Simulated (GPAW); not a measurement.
Runs of GPAW 26.7.0 on BaTiO3. It takes space group P4mm (No. 99, tetragonal). The conventional cell has a = 4.000 Å, b = 4.000 Å, c = 4.018 Å, α = 90.00°, β = 90.00°, γ = 90.00°. Ba (site symmetry 4mm) has 12 O at 2.79 to 2.88 Å as nearest neighbours. Ti (site symmetry 4mm) is surrounded by 6 O at 1.89 to 2.13 Å. O (site symmetry 2mm) is surrounded by 2 Ti at 2.00 Å. Around O (site symmetry 4mm) lie 2 Ti at 1.89 to 2.13 Å. 

```tsv
task	level	potentials or basis	spin	cell	k mesh	maxiter	k mesh for the Wannier functions	dis froz max	extra bands	num iter	other keys	gap on the mesh (eV)	pressure (GPa)	relaxed volume (Å³/atom)	largest force (eV/Å)
wannier90	RPBE	the program's PAW data sets (release 1.2.1) made for this functional, pw	off	as given	7 × 7 × 7	50	4 × 4 × 4	3	6	500	several, not listed	(b)	(a)	-	0.21
relaxation of cell and atoms	r2SCAN+D3(BJ)	GPAW PAW data sets (gpaw-data 1.2.1), pw	off	relaxed	4 × 4 × 4	150	-	-	-	-	-	2.22	0.0	12.94	0.01
band structure	WC	PAW data sets generated in the run's folder for this functional, pw	SOC, no magnetisation	as given	4 × 4 × 4	150	-	-	-	-	-	1.75	(c)	-	0.31
relaxation of cell and atoms	RPBE+D4	the program's PAW data sets (release 1.2.1) made for this functional, pw	off	relaxed	4 × 4 × 4	150	-	-	-	-	-	1.85	-0.1	13.33	0.02
```

Alike in all rows: cutoff (eV) 800; smearing fermi-dirac 0.05 eV.

**Question.** Estimate the missing entries.

**Answer.** (a) 8.1; (b) 1.94; (c) -2.3.

Caveats: spin-orbit coupling is left out, which moves the levels of the heavy elements (some runs); later steps reuse the first step's grids (some runs); in doubt: disentanglement not converged (some runs); the mesh misses the band edges, which the band path finds closer together (some runs); the PAW data sets were made with another functional, which shifts forces and pressure a little (some runs); spin-orbit coupling was added after a scalar SCF, so levels and gaps hold it while energy, forces, pressure and moments don't (some runs); this program's spin-orbit splittings come out too wide for heavy elements (some runs).

A k mesh can miss the band edges, and rows without SOC leave out spin-orbit coupling on Ba.

Runs at the PBE level aren't shown here.
